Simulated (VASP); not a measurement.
# BaS in VASP: one cell, several levels of theory

BaS built on the rocksalt prototype, under -0.5 % strain along [111] alone is computed at one geometry. Runs: PBE, r2SCAN. The results are then set beside those of Ansatz 0.2.0 for the same cell.

The runs shown are made with VASP 6.6.1. PAW datasets, plane waves. Calculated at 0 K for a non-magnetic cell.

### 1 The cell

The cell comes from an earlier relaxation with r2SCAN in another program, then strained, with the atoms relaxed again.

It is trigonal, R-3m (No. 166); a = 4.542 Å, c = 11.070 Å in the conventional setting, 32.97 Å³ an atom. Near Ba stand 6 S at 3.21 Å; near S stand 6 Ba at 3.21 Å.

Coordinates:

```cif
data_structure
_symmetry_space_group_name_H-M 'P 1'
_symmetry_Int_Tables_number 1
_cell_length_a 4.5270
_cell_length_b 4.5270
_cell_length_c 4.5270
_cell_angle_alpha 60.221
_cell_angle_beta 60.221
_cell_angle_gamma 60.221
_cell_volume 65.93
loop_
_atom_site_label
_atom_site_type_symbol
_atom_site_fract_x
_atom_site_fract_y
_atom_site_fract_z
_atom_site_occupancy
Ba1 Ba 0.00000 0.00000 0.00000 1
S1 S 0.50000 0.50000 0.50000 1
```

### 2 Single point with PBE

Input file INCAR:

```
ENCUT = 520.000000
SIGMA = 0.020000
EDIFF = 1.00e-07
GGA = PE
PREC = Accurate
IBRION = -1
ISIF = 2
ISMEAR = -1
NBANDS = 15
NELM = 120
NSW = 0
LASPH = .TRUE.
LCHARG = .FALSE.
LWAVE = .FALSE.
LREAL = .FALSE.
```

Input file KPOINTS:

```
KPOINTS created by Atomic Simulation Environment
0
Gamma
8 8 8
0 0 0
```

Input file KPOINTS_OPT:

```
special points
7
Reciprocal
0.0000000000 0.0000000000 0.0000000000 1
0.5000000000 0.0000000000 0.5000000000 1
0.6250000000 0.2500000000 0.6250000000 1
0.3750000000 0.3750000000 0.7500000000 1
0.5000000000 0.5000000000 0.5000000000 1
0.5000000000 0.2500000000 0.7500000000 1
0.0000000000 0.5000000000 0.5000000000 1
```

Input file POSCAR:

```
Ba S
 1.0000000000000000
    -0.0107059862000000    3.2010898869000002    3.2010898869000002
     3.2010898869000002   -0.0107059862000000    3.2010898869000002
     3.2010898869000002    3.2010898869000002   -0.0107059862000000
 Ba  S
   1   1
Cartesian
  0.0000000000000000  0.0000000000000000  0.0000000000000000
  3.1957368938000008  3.1957368938000008  3.1957368938000013
```

Potentials: the recommended PBE PAW datasets, 16 valence electrons in the neutral cell.

Run with:

```console
> mpirun -np 1 vasp_std
```

Printed to the terminal (iteration lines stand in OSZICAR):

```text
POSCAR found type information on POSCAR BaS
 POSCAR found :  2 types and       2 ions
 LDA part: xc-table for (Slater+PW92), standard interpolation
 POSCAR, INCAR and KPOINTS ok, starting setup
 FFT: planning ... GRIDC
 FFT: planning ... GRID_SOFT
 FFT: planning ... GRID
 WAVECAR not read
 entering main loop
 Start KPOINTS_OPT (optional k-point list driver)
k-point batch [1-7\7]
```

OSZICAR:

```text
N       E                     dE             d eps       ncg     rms          rms(c)
DAV:   1     0.835786638956E+02    0.83579E+02   -0.67875E+03  1950   0.928E+02
DAV:   2    -0.574938861155E+01   -0.89328E+02   -0.80821E+02  2698   0.169E+02
DAV:   3    -0.105829720791E+02   -0.48336E+01   -0.47987E+01  2698   0.412E+01
DAV:   4    -0.106734218640E+02   -0.90450E-01   -0.90420E-01  2529   0.577E+00
DAV:   5    -0.106754934628E+02   -0.20716E-02   -0.20715E-02  2739   0.730E-01    0.474E+00
DAV:   6    -0.101723590398E+02    0.50313E+00   -0.68500E-01  2279   0.498E+00    0.324E+00
DAV:   7    -0.101748255314E+02   -0.24665E-02   -0.18625E-01  2470   0.242E+00    0.210E+00
DAV:   8    -0.101888230344E+02   -0.13998E-01   -0.24650E-02  2223   0.113E+00    0.199E-01
DAV:   9    -0.101893636454E+02   -0.54061E-03   -0.32790E-03  2566   0.417E-01    0.155E-01
DAV:  10    -0.101902241534E+02   -0.86051E-03   -0.99141E-04  2055   0.209E-01    0.401E-02
DAV:  11    -0.101903187468E+02   -0.94593E-04   -0.12349E-04  2503   0.670E-02    0.129E-02
DAV:  12    -0.101903216931E+02   -0.29463E-05   -0.66688E-06  2181   0.170E-02    0.298E-03
DAV:  13    -0.101903216304E+02    0.62753E-07   -0.31141E-07  2631   0.355E-03
   1 F= -.10190322E+02 E0= -.10190322E+02  d E =-.350802E-12
       N       E                     dE             ncg
DAV:   1     0.144488474058E+04   -0.34200E+04      210
DAV:   2     0.827889091967E+03   -0.61700E+03      287
DAV:   3     0.795502670519E+03   -0.32386E+02      304
DAV:   4     0.794981548617E+03   -0.52112E+00      245
DAV:   5     0.794966152186E+03   -0.15396E-01      274
DAV:   6     0.794965658204E+03   -0.49398E-03      252
DAV:   7     0.794965639511E+03   -0.18693E-04      267
DAV:   8     0.794965638761E+03   -0.75037E-06      243
DAV:   9     0.794965638730E+03   -0.31286E-07      192
```

The lines after F= are the extra pass for the points of KPOINTS_OPT, at fixed density; their E is not a total energy.

OUTCAR, selected sections:

```text
k-points           NKPTS =     65   k-points in BZ     NKDIM =     65   number of bands    NBANDS=     15

   NELECT =      16.0000    total number of electrons

   dimension x,y,z NGX =    36 NGY =   36 NGZ =   36
   dimension x,y,z NGXF=    72 NGYF=   72 NGZF=   72

  energy-cutoff  :      520.00
  volume of cell :       65.93
      direct lattice vectors                 reciprocal lattice vectors
    -0.010705986  3.201089887  3.201089887    -0.155415381  0.155936909  0.155936909
     3.201089887 -0.010705986  3.201089887     0.155936909 -0.155415381  0.155936909
     3.201089887  3.201089887 -0.010705986     0.155936909  0.155936909 -0.155415381

 k-points in reciprocal lattice and weights: KPOINTS created by Atomic Simulation Env
   0.00000000  0.00000000  0.00000000       0.002
   0.12500000 -0.00000000 -0.00000000       0.012
   0.25000000 -0.00000000 -0.00000000       0.012
   0.37500000 -0.00000000 -0.00000000       0.012
   0.50000000 -0.00000000 -0.00000000       0.006
   0.12500000  0.12500000  0.00000000       0.012
   0.25000000  0.12500000 -0.00000000       0.023
   0.37500000  0.12500000  0.00000000       0.023
[... 57 more k-points ...]

 E-fermi :   1.8657

 k-point     1 :       0.0000    0.0000    0.0000
  band No.  band energies     occupation
      1     -24.7200      2.00000
      2      -9.7772      2.00000
      3      -9.7772      2.00000
      4      -9.7762      2.00000
      5      -8.9497      2.00000
      6       1.3887      2.00000
      7       1.3887      2.00000
      8       1.4003      2.00000
      9       4.9332      0.00000
     10       5.2456      0.00000
     11       5.2456      0.00000
     12       5.2876      0.00000
     13       6.1729      0.00000
     14       6.1729      0.00000
     15      10.1068      0.00000

 k-point     2 :       0.1250   -0.0000   -0.0000
  band No.  band energies     occupation
      1     -24.7139      2.00000
      2     -10.0578      2.00000
      3      -9.7825      2.00000
      4      -9.7820      2.00000
      5      -8.6552      2.00000
      6       0.9863      2.00000
      7       1.1832      2.00000
      8       1.1955      2.00000
      9       5.2440      0.00000
     10       5.4755      0.00000
     11       5.5070      0.00000
     12       5.5442      0.00000
     13       6.6175      0.00000
     14       6.6178      0.00000
     15      10.7170      0.00000

 k-point     3 :       0.2500   -0.0000   -0.0000
  band No.  band energies     occupation
      1     -24.6991      2.00000
      2     -10.4680      2.00000
      3      -9.7956      2.00000
      4      -9.7950      2.00000
      5      -8.2101      2.00000
      6       0.2576      2.00000
      7       0.7754      2.00000
      8       0.7912      2.00000
      9       5.4840      0.00000
     10       6.1157      0.00000
     11       6.1528      0.00000
     12       6.7041      0.00000
     13       7.7337      0.00000
     14       7.7351      0.00000
     15      11.9107      0.00000

 k-point     4 :       0.3750   -0.0000   -0.0000
  band No.  band energies     occupation
      1     -24.6843      2.00000
      2     -10.7592      2.00000
      3      -9.8090      2.00000
      4      -9.8074      2.00000
      5      -7.8807      2.00000
      6      -0.3097      2.00000
      7       0.4448      2.00000
      8       0.4634      2.00000
      9       6.0854      0.00000
     10       7.0273      0.00000
     11       7.0677      0.00000
     12       7.4727      0.00000
     13       9.1169      0.00000
     14       9.1185      0.00000
     15      11.5835      0.00000

 k-point     5 :       0.5000   -0.0000   -0.0000
  band No.  band energies     occupation
      1     -24.6781      2.00000
      2     -10.8627      2.00000
      3      -9.8145      2.00000
      4      -9.8125      2.00000
      5      -7.7603      2.00000
      6      -0.5183      2.00000
      7       0.3232      2.00000
      8       0.3427      2.00000
      9       6.8891      0.00000
     10       7.0475      0.00000
     11       7.6265      0.00000
     12       7.6718      0.00000
     13      10.2246      0.00000
     14      10.2332      0.00000
     15      10.3094      0.00000

 k-point     6 :       0.1250    0.1250    0.0000
  band No.  band energies     occupation
      1     -24.7118      2.00000
      2     -10.0717      2.00000
      3      -9.8045      2.00000
      4      -9.8035      2.00000
      5      -8.6128      2.00000
      6       0.6845      2.00000
      7       1.3110      2.00000
      8       1.3192      2.00000
      9       4.8779      0.00000
     10       5.3973      0.00000
     11       5.7784      0.00000
     12       5.8048      0.00000
     13       6.3069      0.00000
     14       7.2926      0.00000
     15      10.9008      0.00000

 k-point     7 :       0.2500    0.1250   -0.0000
  band No.  band energies     occupation
      1     -24.7000      2.00000
      2     -10.3535      2.00000
      3      -9.8280      2.00000
      4      -9.8160      2.00000
      5      -8.3282      2.00000
      6       0.2335      2.00000
      7       1.0076      2.00000
      8       1.0980      2.00000
      9       4.8079      0.00000
     10       6.0541      0.00000
     11       6.4060      0.00000
     12       6.4598      0.00000
     13       6.8729      0.00000
     14       8.4686      0.00000
     15      11.9765      0.00000

 k-point     8 :       0.3750    0.1250    0.0000
  band No.  band energies     occupation
      1     -24.6853      2.00000
      2     -10.6334      2.00000
      3      -9.8414      2.00000
      4      -9.8356      2.00000
      5      -8.0485      2.00000
      6      -0.1045      2.00000
      7       0.5769      2.00000
      8       0.7348      2.00000
      9       5.2244      0.00000
     10       7.0846      0.00000
     11       7.1774      0.00000
     12       7.3382      0.00000
     13       8.0222      0.00000
     14       9.4255      0.00000
     15      11.4683      0.00000

[... the tables of k-points 9 to 65 left out ...]

  Total        0.3596381      0.3596381      0.3596381      0.0253194      0.0253194      0.0253194
  in kB        8.7393563      8.7393563      8.7393563      0.6152718      0.6152718      0.6152718
  external PRESSURE =       8.7393563 kB  Pullay stress =       0.0000000 kB

 POSITION                                       TOTAL-FORCE (eV/Angst)
 -----------------------------------------------------------------------------------
      0.00000      0.00000      0.00000         0.000000      0.000000     -0.000000
      3.19574      3.19574      3.19574        -0.000000      0.000000      0.000000
 -----------------------------------------------------------------------------------
    total drift:                                0.000000      0.000000      0.000000

  FREE ENERGIE OF THE ION-ELECTRON SYSTEM (eV)
  ---------------------------------------------------
  free  energy   TOTEN  =       -10.1903216304 eV

  energy  without entropy=      -10.1903216304  energy(sigma->0) =      -10.19032163
```

Hardware: 1 MPI rank of Intel Xeon Platinum 8488C, shared host.

The levels at the points of KPOINTS_OPT are read from vasprun.xml.

Levels at the named points, in eV from the top of band v (v: the last filled band by count, c: the next):

| point | v−1 | v | c | c+1 |
| --- | --- | --- | --- | --- |
| Γ | -0.01 | 0.00 | 3.53 | 3.85 |
| X | -0.16 | -0.15 | 2.12 | 5.90 |
| U | -0.62 | -0.56 | 3.29 | 5.91 |
| K | -0.62 | -0.56 | 3.29 | 5.91 |
| L | -1.08 | -1.08 | 5.50 | 5.65 |
| W | -0.51 | -0.50 | 4.27 | 4.27 |

PBE gives an indirect gap of 2.12 eV, from Γ to X; the least direct gap is 2.27 eV. The pressure is 0.87 GPa; the forces vanish within 0.01 eV/Å.

[end of part 1 of 2]
